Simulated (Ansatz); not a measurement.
**NaCl: where the heat goes in a short trajectory**

Computed with DFT PBEsol, scalar-relativistic, plane waves, PAW (Ansatz 0.2.0). The runs took a 420 eV cutoff, a shifted (0.5, 0.5, 0.5 steps) 2×2×2 mesh and Fermi–Dirac smearing (0.02 eV). The mesh is coarse. No spin polarisation.

16 atoms start on the lattice sites below (V = 363.3 Å³, 1.00 times the source cell's; static pressure -0.78 GPa, largest force component 0.00 eV/Å) with velocities drawn for 200 K; constant energy, fixed cell, 42 steps of 3 fs.

```
Na Cl
1.0
     0.00000    5.66350   -5.66350
     5.66350    5.66350    0.00000
     5.66350    0.00000   -5.66350
Na Cl
8 8
Direct
  0.50000 0.00000 0.50000
  0.50000 0.50000 0.50000
  0.00000 0.00000 0.50000
  0.00000 0.50000 0.50000
  0.50000 0.00000 0.00000
  0.50000 0.50000 0.00000
  0.00000 0.00000 0.00000
  0.00000 0.50000 0.00000
  0.25000 0.75000 0.25000
  0.25000 0.25000 0.25000
  0.75000 0.75000 0.25000
  0.75000 0.25000 0.25000
  0.25000 0.75000 0.75000
  0.25000 0.25000 0.75000
  0.75000 0.75000 0.75000
  0.75000 0.25000 0.75000
```

```
t (fs) T (K) kinetic energy (meV/atom) potential energy over the first frame (meV/atom) P with the kinetic part (GPa)
   0.0    200                       24.2                                               0.0                          -0.66
   9.0    187                       22.7                                               1.5                          -0.64
  18.0    153                       18.6                                               5.7                          -0.57
  27.0    108                       13.0                                              11.2                          -0.47
  36.0     65                        7.9                                              16.4                          -0.38
  45.0     38                        4.6                                              19.7                          -0.32
  54.0     34                        4.1                                              20.2                          -0.30
  63.0     48                        5.8                                              18.4                          -0.33
  72.0     72                        8.7                                              15.6                          -0.39
  81.0     94                       11.3                                              12.9                          -0.45
  90.0    106                       12.9                                              11.4                          -0.50
  99.0    109                       13.2                                              11.1                          -0.53
 108.0    104                       12.6                                              11.7                          -0.54
 117.0     98                       11.9                                              12.3                          -0.53
 126.0     97                       11.7                                              12.5                          -0.52
```

T counts 3N − 3 degrees of freedom. Means over every step of the second half, not only the rows shown: T = 93 K, kinetic energy 11.2 meV/atom, potential energy 13.0 meV/atom, P = -0.48 GPa.

Does the potential energy follow equipartition for harmonic vibrations?

In a harmonic crystal each vibration holds as much potential as kinetic energy on average, here 11.2 meV/atom. The run has 13.0, a ratio of 1.16. That is near one, as for a crystal vibrating about its sites. At constant energy a start from the lattice sites hands about half of the kinetic energy to the potential, so T should settle near 100 K. So short a run gives a rough mean.

Split the rise of pressure into the kinetic part and the rest. Can a thermal Grüneisen parameter be estimated?

The program counts the kinetic part as N k_B T/V = 0.06 GPa. The pressure lies 0.31 GPa over the static one in all, so the forces add 0.25 GPa. For a harmonic mode with ω ∝ V^(−γ) and an amplitude that scales with the cell, the forces add (2γ − 2/3)U/V, which needs no equipartition; when U equals the kinetic energy K, this and the kinetic part 2K/(3V) sum to the Mie–Grüneisen γE_th/V. With U = N × 13.0 meV, γ = 1/3 + V ΔP_forces/(2U) = 1.69, for harmonic vibrations a mean over the modes weighted by their potential energy, for uniform scaling of the cell (in a layered or otherwise anisotropic crystal this differs from γ under hydrostatic pressure). Most solids fall between 1 and 3, and tetrahedral, framework and layered ones often lower; anharmonic motion and pressure swings in a cell of 16 atoms make this value uncertain by tenths or more. The mean pressure differs by 0.1 GPa between the two halves of this window, worth 0.5 in γ, so slow motion isn't averaged out and the value is a rough guess.

Cost: 1 run of about 3.9 core-minutes (earlier runs that led there not counted), on Arm Neoverse V2 (shared hosts).